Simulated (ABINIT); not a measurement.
Crystal: Br.

```
Br
1.0
     3.36325   -2.32255    0.00000
     3.36325    2.32255    0.00000
     0.00000    0.00000    8.70230
Br
4
Direct
  0.36510 0.63490 0.39010
  0.13490 0.86510 0.89010
  0.63490 0.36510 0.60990
  0.86510 0.13490 0.10990
```

Base run:

| Quantity | Value |
| --- | --- |
| Program | ABINIT 10.8.3 (patched build) |
| Functional | RPBE |
| Potentials or basis | JTH PAW PBE v2.0 |
| Cutoff | 408 eV |
| k mesh | 7 × 7 × 3 |
| Occupations | fermi-dirac, width 0.05 eV |
| Spin | no spin polarisation |

Its results: band gap on the k mesh 1.98 eV, indirect (least direct gap 2.00 eV); pressure 3.3 GPa; largest force 0.858 eV/Å.

**Question.** The run is repeated on the same cell with these changes: functional from RPBE to AM05. What comes out?

**Answer.** Band gap on the k mesh 1.87 eV, indirect (least direct gap 1.89 eV); pressure 0.8 GPa; largest force 0.614 eV/Å.

AM05 binds more tightly than RPBE, so the same cell stands under less pressure.

Caveats: the PAW data sets were made with another functional, which shifts forces and pressure a little; the atomic spheres overlap.

A k mesh can miss the band edges.
